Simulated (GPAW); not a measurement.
AlNi:

```
Ni Al
1.0
     1.93869   -1.95319    0.00000
     1.93869    1.95319    0.00000
     0.00000    0.00000    3.09943
Ni Al
1 1
Direct
  0.50000 0.50000 0.50000
  0.00000 0.00000 0.00000
```

The cell comes from a database or a generator and needn't be the stable form of this composition.

Base run:

- Program: GPAW 26.7.0
- Functional: PBEsol
- Potentials or basis: PAW data sets generated in the run's folder for this functional
- Cutoff: 600 eV
- Basis: pw
- k mesh: 7 × 7 × 6
- Occupations: fermi-dirac, width 0.05 eV
- Spin: collinear spin, ferromagnetic start
- Starting moments: [1.0, 0.0] μB

Its results: pressure 1.5 GPa; net moment 0.00 μB per cell.

Question: The run is repeated on the same cell with these changes: hubbard terms from none to Ni d U = 4 eV. What comes out?

Answer: Pressure -1.2 GPa; net moment 0.21 μB per cell; site moments Ni +0.23; Al +0.00 μB.

Caveats: the stock nickel data set gives pressures a few GPa off other programs; the U is typed as a test and isn't derived for this compound (some runs).
